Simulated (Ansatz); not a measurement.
## GaN under changes of volume

One of the cells (11.310 Å³/atom); the others are scaled copies at fixed shape and fractional positions:

```xyz
4
Lattice="3.1800 0.0000 0.0000 -1.5900 2.7540 0.0000 0.0000 0.0000 5.1660" Properties=species:S:1:pos:R:3 pbc="T T T"
Ga    1.5900    0.9180    2.5830
Ga    0.0000    1.8360    0.0000
N     1.5900    0.9180    4.5203
N     0.0000    1.8360    1.9373
```

```yaml
Program: Ansatz 0.2.0
Functional: PBEsol
Potentials_or_basis: all-electron LAPW, scalar-relativistic
Cutoff: 395 eV (chosen from the basis error)
Basis_error_allowed: 0.002 eV/atom
k_mesh: 10 × 10 × 5
Occupations: fermi-dirac, width 0.05 eV
Spin: no spin polarisation
```

| volume (Å³/atom) | energy over the lowest point (meV/atom) | pressure (GPa) | gap on the mesh (eV) | largest force (eV/Å) |
| --- | --- | --- | --- | --- |
| 10.632 | ? | ? | ? | ? |
| 10.858 | 14.61 | 9.6 | 2.20 | 0.144 |
| 11.084 | 4.26 | 5.1 | 2.06 | 0.138 |
| 11.310 | 0.00 | 1.0 | 1.92 | 0.133 |
| 11.537 | 1.19 | -2.6 | 1.79 | 0.127 |
| 11.763 | 7.29 | -5.9 | 1.66 | 0.122 |
| 11.989 | 17.80 | -8.9 | 1.54 | 0.117 |

**Question.** What does the run at 10.632 Å³/atom give?

**Answer.** Energy over the lowest point 31.71 meV/atom; pressure 14.7 GPa; gap on the mesh 2.33 eV; largest force 0.150 eV/Å.

Worked out: A Birch-Murnaghan fit of order 3 (a polynomial in V^(-2/3)) to the other rows has its minimum at 11.37 Å³/atom with B0 = V·E''(V) = 189 GPa and B' = 4.4 at fixed shape and positions, which overstates the stiffness. It gives 31.71 meV/atom at 10.632 Å³/atom, against the run's 31.71, and -dE/dV = 14.7 GPa, against 14.7. A straight line through the other rows of the gap, of slope -6.68 eV per unit of ln V (its deformation potential), extrapolates to 2.34 eV, against the run's 2.33.

Energies are extrapolated to zero smearing.

Spin-orbit coupling on Ga is left out.
